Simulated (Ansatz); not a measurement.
**Pd: response to strain**

Aim: deform Pd (z strained by -1 % at fixed volume) and compute stress, forces and field gradients with LAPW, PAW and all-electron datasets made for the crystal.

Method: DFT PBE, scalar-relativistic, in Ansatz 0.2.0.

1 further run of the same task is left out (set aside as unsound or not needed).

## Step 1: The structure to begin with

It takes space group Pm-3m (No. 221, cubic). The conventional cell has a = 2.613 Å, b = 2.613 Å, c = 2.613 Å, α = 90.00°, β = 90.00°, γ = 90.00°. Pd (site symmetry m-3m) is surrounded by 6 Pd at 2.61 Å.

Structure file:

```cif
data_structure
_symmetry_space_group_name_H-M 'P 1'
_symmetry_Int_Tables_number 1
_cell_length_a 2.6129
_cell_length_b 2.6129
_cell_length_c 2.6129
_cell_angle_alpha 90.000
_cell_angle_beta 90.000
_cell_angle_gamma 90.000
_cell_volume 17.84
loop_
_atom_site_label
_atom_site_type_symbol
_atom_site_fract_x
_atom_site_fract_y
_atom_site_fract_z
_atom_site_occupancy
Pd1 Pd 0.00000 0.00000 0.00000 1
```

## Step 2: The deformed structure

Space group Pm-3m before, P4/mmm after.

## Step 3: All-electron LAPW

Input file input.yaml:

```yaml
crystal:
  lattice:
    - [2.626084496, 0.0, 0.0]
    - [0.0, 2.626084496, 0.0]
    - [0.0, 0.0, 2.5867918714]
  atoms:
    - { symbol: Pd, position: [0.0, 0.0, 0.0] }
kpoints:
  mp_grid: { grid: [13, 13, 13] }
scf:
  occupations: { method: fermi_dirac, width: 0.03 }
hamiltonian:
  xc: pbe
  pseudopotentials: { kind: all_electron, lapw: { basis_error: 0.001 } }
output:
  forces: true
  stress: true
  eigenvalues: true
```

## Step 4: PAW with frozen cores

Edit input.yaml of step 3 so:

```diff
@@ -13,3 +13,3 @@
   xc: pbe
-  pseudopotentials: { kind: all_electron, lapw: { basis_error: 0.001 } }
+  pseudopotentials: { kind: paw }
 output:
@@ -18 +18,2 @@
   eigenvalues: true
+  efg: { contact_densities: true }
```

## Step 5: Datasets made for this crystal

Edit input.yaml of step 4 so:

```diff
@@ -13,3 +13,3 @@
   xc: pbe
-  pseudopotentials: { kind: paw }
+  pseudopotentials: { kind: all_electron, datasets: crystal }
 output:
```

(Steps that only read results are left out.)

What does the calculation give? Wanted: pressure; largest shear or deviatoric stress.

**Answer**, as computed:

| quantity | value |
| --- | --- |
| pressure | LAPW -0.01, PAW 0.05, crystal datasets 0.00 GPa |
| largest shear or deviatoric stress (LAPW) | 2.83 GPa |

What this shows: The largest part of the stress beyond the pressure is 2.83 GPa in size, in the zz component. No run of the undeformed cell stands beside it, so the pressure holds what the given cell had before the change. PAW: stress within 0.06 GPa of LAPW. Crystal datasets: stress within 0.01 GPa of LAPW.
